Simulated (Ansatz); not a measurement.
# k-point convergence of GW for InSe (layers cut from the bulk crystal)

Aim: the G0W0 gap of InSe (layers cut from the bulk crystal) on a series of meshes, at fixed bands and cutoff.

Calculated with Ansatz 0.2.0; G0W0 on PBE, plane waves, PAW.

## 1. The structure

The cell holds 4 atoms: 2 Se and 2 In. Cell: a = 4.028 Å, b = 4.028 Å, c = 34.000 Å, α = 90.0°, β = 90.0°, γ = 120.0°. It derives from InSe. Vacuum lies along c.

The structure was relaxed with PBE-D3(BJ). The runs that relaxed it are not among those shown. The default PAW set here is soft_2. Its files were made with PBE. The Coulomb interaction is cut off across the vacuum.

## 2. The 3×3×1 mesh

G0W0 replaces the xc potential by the self-energy, built once from these orbitals. Only a window of levels is corrected, while the sums run over the empty bands that the input names.

The input, input.yaml:

```yaml
crystal:
  lattice:
    - [4.0283608186, 0.0, 0.0]
    - [-2.0141804093, 3.4886628045, 0.0]
    - [0.0, 0.0, 34.0]
  atoms:
    - { symbol: Se, position: [0.3333333333, 0.6666666667, 0.4208345916] }
    - { symbol: In, position: [0.6666666667, 0.3333333333, 0.4589064024] }
    - { symbol: In, position: [0.6666666667, 0.3333333333, 0.5410935976] }
    - { symbol: Se, position: [0.3333333333, 0.6666666667, 0.5791654084] }
  periodic: [true, true, false]
kpoints:
  mp_grid: { grid: [3, 3, 1] }
hamiltonian:
  xc: pbe
scf:
  occupations: { method: fixed }
gw:
  n_empty_bands: 360
  ecut_chi: 48.0
  qp_bands: [v2, c2]
  qp_kpoints: band_edges
  screening: { model: contour_deformation }
```

Run with:

```console
ansatz run input.yaml --threads 3 --pin off --max-ram 92160MiB --backend cuda --events-out ev --progress --plain --runs-dir out --devices 1 --max-vram 13GiB  # rebuilt from the run's record
```

Numbers of over 12 decimals in the logs are rounded to 6 here.

What it wrote:

```text
GPUs: using 1 of 1 available (devices: 1).
Engine: ansatz 0.2.0, x86_64-unknown-linux-gnu
Pseudopotentials: kind: paw
Pseudopotential: Se, paw, valence charge 16, recommended cutoff 420 eV (normal), Se.paw.azcp
Pseudopotential: In, paw, valence charge 13, recommended cutoff 420 eV (normal), In.paw.azcp
Functional definition: PBE
  parameter kappa = 0.804
  parameter beta = 0.066725
  exchange = pbe_x(kappa = kappa, mu = beta*pi^2/3)
  correlation = pbe_c(beta = beta)
device memory: the entry about to start is reckoned to put 4.2 GiB on a device that reports 55.7 GiB free (of which the cap on the GPU budget leaves the run 13.0 GiB)
GPU FFT provider: cuFFT
GPU libraries: cuBLAS 13.8.2, cuFFT 12.4.0, cuSOLVER 12.3.4
Crystal: 4 atoms, lattice volume = 477.822 Å³
Basis set: ecut = 420 eV, 9353 PW (Γ)
Bands: 35, of which v1, the nominal top of the filled ones, is band 29 counted from 1 (28 counted from 0)
Symmetry: 12 space group operations
Space group: P-6m2 (ITA 187), of the structure as read, at distance tolerance 7.8e-5 Å
k-points: 3 of 9 (time reversal used)
Non-local potential: Se, projectors of the file, l = 0: 2, l = 1: 2, l = 2: 3, l = 3: 1
Non-local potential: In, projectors of the file, l = 0: 2, l = 1: 2, l = 2: 2, l = 3: 2
PAW form: soft (Blöchl's): semilocal exchange-correlation on the pseudo side does not see the compensation charge
PAW one-centre angular grid: Se, 590 points (default); XC on 64 Gauss nodes
PAW one-centre angular grid: In, 590 points (default); XC on 64 Gauss nodes
Initial density: superposition of atomic densities (neutral atoms: chi_scale 0, normalization atom), corrected by the library's trained network
Initial wavefunctions: pseudopotential atomic-orbital guess
GPU buffer pool allocated for 174960 grid points (all kernels)
GPU transforms: local potential and band sums: pruned to the plane-wave sphere, on 27×27×225
Functional: x = pbe(κ = 0.804, μ = 0.219515), c = pbe(β = 0.066725)
SCF iter   1: F=—  HF=-22135.596491 eV  |F-HF|=—  |Δ(HF+E_count)|=         —  Δρ=7.07e-4  dr2=3.12e-3  ethr=1.77e-3  ⟨swp⟩=6.3  Hψ=425  notcnv=0  defer=12
preconditioner: auto → Resta (q_TF=auto, 1.920 Å⁻¹)  ε∞=1.6  [insulator: Δε(μ)=1.693 eV  Ē_g=13.827 eV  n_scr=62 (ndim 8)  ℏωp=10.5 eV  f_vac=0.738  ε∞_Penn≈1.6  vacuum switching on, ρ_ref=1.4e-2 e/Å³]
SCF iter   2: F=—  HF=-22135.596814 eV  |F-HF|=—  |Δ(HF+E_count)|=   3.23e-4  Δρ=3.55e-4  dr2=6.12e-4  ethr=5.38e-6  ⟨swp⟩=4.3  Hψ=295  notcnv=0  defer=12
SCF iter   3: F=—  HF=-22135.597143 eV  |F-HF|=—  |Δ(HF+E_count)|=   3.29e-4  Δρ=9.62e-5  dr2=5.52e-5  ethr=1.06e-6  ⟨swp⟩=3.0  Hψ=221  notcnv=0  defer=12
SCF iter   4: F=—  HF=-22135.597187 eV  |F-HF|=—  |Δ(HF+E_count)|=   4.45e-5  Δρ=2.69e-5  dr2=1.01e-5  ethr=9.52e-8  ⟨swp⟩=2.7  Hψ=181  notcnv=0  defer=12
SCF iter   5: F=—  HF=-22135.597191 eV  |F-HF|=—  |Δ(HF+E_count)|=   4.14e-6  Δρ=2.13e-5  dr2=1.26e-5  ethr=1.73e-8  ⟨swp⟩=3.3  Hψ=196  notcnv=0  defer=12
SCF iter   6: F=—  HF=-22135.597190 eV  |F-HF|=—  |Δ(HF+E_count)|=   1.63e-6  Δρ=4.84e-6  dr2=1.24e-7  ethr=1.73e-8  ⟨swp⟩=2.0  Hψ=115  notcnv=0  defer=12
SCF iter   7: F=-22135.597190 eV  HF=-22135.597190 eV  |F-HF|=8.12e-9  |Δ(HF+E_count)|=   2.86e-7  Δρ=2.55e-6  dr2=4.41e-8  ethr=1.72e-10  ⟨swp⟩=18.7  Hψ=534  notcnv=0
SCF 1 converged in 7 iterations: F = -22135.597190 eV  dr2 = 4.41e-8
[...]
device memory: the entry about to start is reckoned to put 5.7 GiB (of the 5.8 GiB reckoned in all, the device holds 0.1 GiB already) on a device that reports 55.6 GiB free (of which the cap on the GPU budget leaves the run 12.9 GiB)
NSCF: frozen V_eff on 3 k-points
[...]
device memory: the entry about to start is reckoned to put 6.8 GiB on a device that reports 55.6 GiB free (of which the cap on the GPU budget leaves the run 13.0 GiB)
NSCF: frozen V_eff on 3 k-points
G₀W₀ screening: q 1/3
[... further progress lines ...]
device memory: the entry about to start is reckoned to put 1.3 GiB on a device that reports 59.7 GiB free (of which the cap on the GPU budget leaves the run 13.0 GiB)
NSCF: frozen V_eff on 1 k-points
SCF converged after 7 iterations
Free energy (F): -22135.597190 eV
Harris-Foulkes:  -22135.597190 eV  (|F-HF|=8.12e-9)
Internal energy: -22135.597190 eV  (E = F + TS)
E sigma→0 (E₀):  -22135.597190 eV
Fermi energy:    -5.983978 eV
--- Per-component energies (eV) ---
  E_band       = -1628.335480
  E_kinetic    = 723.184095
  E_local      = -135861.062688  (includes V_loc(G=0)·N_el)
  E_nonlocal   = -457.243171
  E_hartree    = 67265.119288
  E_xc         = -638.504514
  E_vxc        = -394.166912  (∫ρ·V_xc dr)
  E_paw        = -12132.809754  (= ΣΔE_a)
  E_vpaw       = -169.307196  (= ΣTr[D̂ρ^β])
  E_aug_tail   = -0.001149  (compensation charges beyond the density's cutoff)
  E_ewald      = 58965.720703
  E_smearing   = -0.000000  (= −TS)
  E_closure    = -0.000000  (closes the sum)
  Σ components = -22135.597190   (vs F -22135.597190, Δ=0.00e0)
--- Band table (eV) ---
  k-point 0: bands = [... 25 lower, -6.3360, -6.2607, -6.2607, -5.9840, -4.2975, -3.0840, -0.8638 (-0.8638°), -0.8638 (-0.8638°), ... 2 higher]
  k-point 1: bands = [... 25 lower, -7.6004, -7.1606, -6.9995, -6.2557, -3.4120, -3.2779, -1.3855, -1.0972, ... 2 higher]
  k-point 2: bands = [... 25 lower, -8.6277, -7.6291, -7.1654, -6.9903, -3.3474, -2.8104, -1.8868, -0.8727, ... 2 higher]
  ° read free of the cell's end (the report's vacuum.weakly_bound_levels)
--- G₀W₀: contour deformation, 6 samples at zero and on the imaginary axis and 1 off it, 9 q-points, 360 empty bands' worth ---
  eigenvalues of the whole cell's RPA ε∞ on this k-mesh (on a slab, of 1 + 4πα/V) = 1.2083, 3.9820, 3.9820; static W/v taken at q = 0 is 0.425177
  gw.qp_kpoints: band_edges: 2 of 3 stored k-points solved, in 1 pass; an edge of the gap read off the rows below is read off those points alone
    valence top: of the k-points left out ik 2 came nearest to being solved in a further pass, in band 29 (counted from 1, as in the quasiparticle table): it holds the edge there only if its correction is more favourable than any solved in that band by at least 1.006 eV; those differ by 0.093 eV
    conduction bottom: of the k-points left out ik 2 came nearest to being solved in a further pass, in band 30 (counted from 1, as in the quasiparticle table): it holds the edge there only if its correction is more favourable than any solved in that band by at least 0.836 eV; those differ by 0.114 eV
    ik  band        ε_KS         Σx   Σc(E_QP)       V_xc       Z   E_QP_lin       E_QP  E_QP is
     0    28     -6.2607   -18.2660     2.3552   -15.6154  0.7178    -6.5592    -6.5561  root
     0    29     -5.9840   -14.8295     1.3950   -13.2609  0.7313    -6.1584    -6.1576  root
     0    30     -4.2975    -9.7194    -3.0586   -13.2076  0.7499    -3.8627    -3.8679  root
     0    31     -3.0840    -7.8022    -3.7625   -12.0919  0.7414    -2.5512    -2.5567  root
     1    28     -6.9995   -17.6520     2.4777   -14.8164  0.7094    -7.3626    -7.3574  root
     1    29     -6.2557   -15.4413     1.6200   -13.5544  0.7295    -6.5250    -6.5227  root
     1    30     -3.4120    -6.9897    -3.3813   -10.6864  0.7534    -3.0935    -3.0966  root
     1    31     -3.2779   -10.1646    -3.3241   -14.0768  0.7447    -2.6780    -2.6898  root
```

The job ended after 17 s (1 × NVIDIA H100 80GB HBM3 (shared by 6 runs) with 3 threads of AMD EPYC 7R13 (Zen 3), shared host; peak memory 1.5 GiB; 17 s of CPU time).

Numbers from this step:

| Property | Result |
| --- | --- |
| bands summed | 389 |
| plane waves in the screening matrix | 351 |
| q-points in the mesh | 9 |
| G0W0 gap on the mesh | 2.290 eV |
| k of the valence top | 0, 0, 0 |
| k of the conduction bottom | 0, 0, 0 |
| starting gap on the mesh | 1.686 eV |
| Z at the valence top | 0.7313 |
| Z at the conduction bottom | 0.7499 |
| least direct G0W0 gap on the computed points | 2.290 eV |

The gap on the mesh goes from 1.69 eV to 2.29 eV, a correction of +0.60 eV. Between the two edge states, bare exchange in place of the xc potential would open the gap by 5.06 eV, and correlation takes back 4.45 eV.

## 3. The 6×6×1 mesh

Only the mesh changes. It samples the long-range screening, which converges on its own terms.

input.yaml: that of step 2 with these lines changed.

```diff
@@ -12,3 +12,3 @@
 kpoints:
-  mp_grid: { grid: [3, 3, 1] }
+  mp_grid: { grid: [6, 6, 1] }
 hamiltonian:
```

What it wrote:

```text
GPUs: using 1 of 1 available (devices: 1).
[...]
GPU FFT provider: cuFFT
GPU libraries: cuBLAS 13.8.2, cuFFT 12.4.0, cuSOLVER 12.3.4
Crystal: 4 atoms, lattice volume = 477.822 Å³
Basis set: ecut = 420 eV, 9353 PW (Γ)
Bands: 35, of which v1, the nominal top of the filled ones, is band 29 counted from 1 (28 counted from 0)
Symmetry: 12 space group operations
[...]
k-points: 7 of 36 (time reversal used)
[...]
GPU buffer pool allocated for 174960 grid points (all kernels)
[...]
SCF iter   1: F=—  HF=-22135.921318 eV  |F-HF|=—  |Δ(HF+E_count)|=         —  Δρ=1.03e-3  dr2=1.07e-2  ethr=1.77e-3  ⟨swp⟩=6.9  Hψ=996  notcnv=0  defer=28
[...]
SCF iter   7: F=-22135.920506 eV  HF=-22135.920506 eV  |F-HF|=4.40e-8  |Δ(HF+E_count)|=   3.60e-7  Δρ=1.67e-6  dr2=1.69e-8  ethr=1.72e-10  ⟨swp⟩=18.9  Hψ=1315  notcnv=0
SCF 1 converged in 7 iterations: F = -22135.920506 eV  dr2 = 1.69e-8
[...]
0    28     -6.3643   -17.9149     1.8906   -15.6139  0.7405    -6.7791    -6.7747  root
     0    29     -6.0581   -15.2784     1.4612   -13.2962  0.7448    -6.5863    -6.5791  root
     0    30     -4.3648    -9.9051    -2.6538   -13.2426  0.7745    -3.6717    -3.6812  root
     0    31     -3.1480    -8.1288    -3.2854   -12.1055  0.7783    -2.4479    -2.4566  root
     1    28     -6.6352   -17.7021     1.9624   -15.2952  0.7374    -7.0853    -7.0798  root
     1    29     -5.9896   -15.5535     1.4623   -13.5818  0.7466    -6.5057    -6.4991  root
     1    30     -3.4505   -10.6466    -2.8813   -14.3401  0.7638    -2.6216    -2.6382  root
     1    31     -2.4825    -7.4130    -3.4383   -11.4969  0.7696    -1.8243    -1.8370  root
[...]
6    28     -7.2465   -16.8277     2.3570   -13.9260  0.7115    -7.8031    -7.7912  root
     6    29     -7.0576   -14.8603     1.4808   -12.7865  0.7482    -7.6604    -7.6506  root
     6    30     -3.4140    -6.9279    -2.9648   -10.3020  0.7740    -3.0008    -3.0047  root
     6    31     -2.8800   -10.3925    -3.2801   -14.5777  0.7612    -1.9514    -1.9749  root
[key lines of the parts left out:]
SCF converged after 7 iterations
Free energy (F): -22135.920506 eV
Fermi energy:    -5.989630 eV
```

Elapsed: 31 s, on 1 × NVIDIA H100 80GB HBM3 (shared by 6 runs) with 3 threads; peak memory 1.8 GiB.

Numbers from this step:

```
bands summed                                 : 389
plane waves in the screening matrix          : 351
q-points in the mesh                         : 36
G0W0 gap on the mesh                         : 2.818 eV
k of the valence top                         : 0, 0.1667, 0
k of the conduction bottom                   : 0, 0, 0
starting gap on the mesh                     : 1.625 eV
Z at the valence top                         : 0.7466
Z at the conduction bottom                   : 0.7745
least direct G0W0 gap on the computed points : 2.898 eV
```

Against the run with 3×3×1 mesh, 360 empty bands, screening to 48 eV, the gap moves by +0.53 eV, while the start moved by −0.06 eV. A band edge is found at another k point on this mesh.

## 4. The 9×9×1 mesh

input.yaml: that of step 3 with these lines changed.

```diff
@@ -12,3 +12,3 @@
 kpoints:
-  mp_grid: { grid: [6, 6, 1] }
+  mp_grid: { grid: [9, 9, 1] }
 hamiltonian:
```

What it wrote:

```text
GPUs: using 1 of 1 available (devices: 1).
[...]
GPU FFT provider: cuFFT
GPU libraries: cuBLAS 13.8.2, cuFFT 12.4.0, cuSOLVER 12.3.4
Crystal: 4 atoms, lattice volume = 477.822 Å³
Basis set: ecut = 420 eV, 9353 PW (Γ)
Bands: 35, of which v1, the nominal top of the filled ones, is band 29 counted from 1 (28 counted from 0)
Symmetry: 12 space group operations
[...]
k-points: 12 of 81 (time reversal used)
[...]
1    31     -2.5615    -8.4951    -3.3364   -12.5839  0.7739    -1.7964    -1.8091  root
[...]
11    28     -7.2498   -16.8340     2.3415   -13.9271  0.7150    -7.8278    -7.8152  root
    11    29     -7.0603   -14.8660     1.4592   -12.7871  0.7517    -7.6900    -7.6801  root
    11    30     -3.4165    -6.9337    -2.9386   -10.3021  0.7782    -2.9828    -2.9866  root
    11    31     -2.8829   -10.3788    -3.2637   -14.5787  0.7646    -1.9242    -1.9468  root
[key lines of the parts left out:]
SCF converged after 7 iterations
Free energy (F): -22135.926723 eV
Fermi energy:    -5.995272 eV
```

Run time: 90 s. Hardware: 1 × NVIDIA H100 80GB HBM3 (shared by 6 runs) with 3 threads; peak memory 2.3 GiB; 2.4 min of CPU time.

Numbers from this step:

| Quantity | Value |
| --- | --- |
| bands summed | 389 |
| plane waves in the screening matrix | 351 |
| G0W0 gap on the mesh | 2.874 eV |
| k of the valence top | 0.1111, 0.1111, 0 |
| k of the conduction bottom | 0, 0, 0 |
| starting gap on the mesh | 1.628 eV |
| least direct G0W0 gap on the computed points | 2.960 eV |

Against the run with 6×6×1 mesh, 360 empty bands, screening to 48 eV, the gap moves by +0.06 eV. A band edge is found at another k point on this mesh.

## 5. The meshes together

Times are wall times on 1 × NVIDIA H100 80GB HBM3 (shared by 6 runs) with 3 threads of AMD EPYC 7R13 (Zen 3), shared host, good to a factor of about two.

```
 mesh  points  irreducible  start (eV)  G0W0 (eV)  shift (eV)  mean of 1 + 4πα/V (set by the cell height)  time
3×3×1       9            3       1.686      2.290      +0.603                                        3.06  17 s
6×6×1      36            7       1.625      2.818      +1.193                                        2.24  31 s
9×9×1      81           12       1.628      2.874      +1.246                                        2.15  90 s
```

## 6. Outcome

* 3×3×1: 2.290 eV (shift +0.603)
* 6×6×1: 2.818 eV (shift +1.193)
* 9×9×1: 2.874 eV (shift +1.246)
* settings: PBE start, 360 empty bands, 48 eV

In words: The shift is +0.60 eV on 3×3×1 and +1.25 eV on 9×9×1. On 9×9×1 the edges lie at (0.111, 0.111, 0.000) and Γ, on 6×6×1 at (0.000, 0.167, 0.000) and Γ, so these two shifts belong to different pairs of states. The mean of 1 + 4πα/V (set by the cell height) ranges from 2.15 to 3.06 and ends at 2.15; the coarsest mesh overstates it. The starting gap changes too, by 0.06 eV, since the meshes hold different points and converge the density differently. From 9 to 81 points the time grows 5.5-fold. Bands and cutoff are modest here, so the values stand off the basis limit. The many-body steps are scalar-relativistic: spin-orbit coupling is not in them.

[Paths, hosts, dates, memory and timing lines, banners, echoed tables and standing remarks are left out of the program output.]

[Logs are printed without paths, hosts, clocks, repeated set-up lines and the standing remarks that a program may print on its own settings, such as how far it seeks lower states.]

[Runs of the session that timed out or met a known fault of the program may be left out.]

[Cells called generated may have been cut or substituted from an entry of the Crystallography Open Database or the Materials Project.]

[Hosts, paths, dates, database ids (printed as entryN), source tags and the programs' standing remarks are cut or masked in the printed files.]
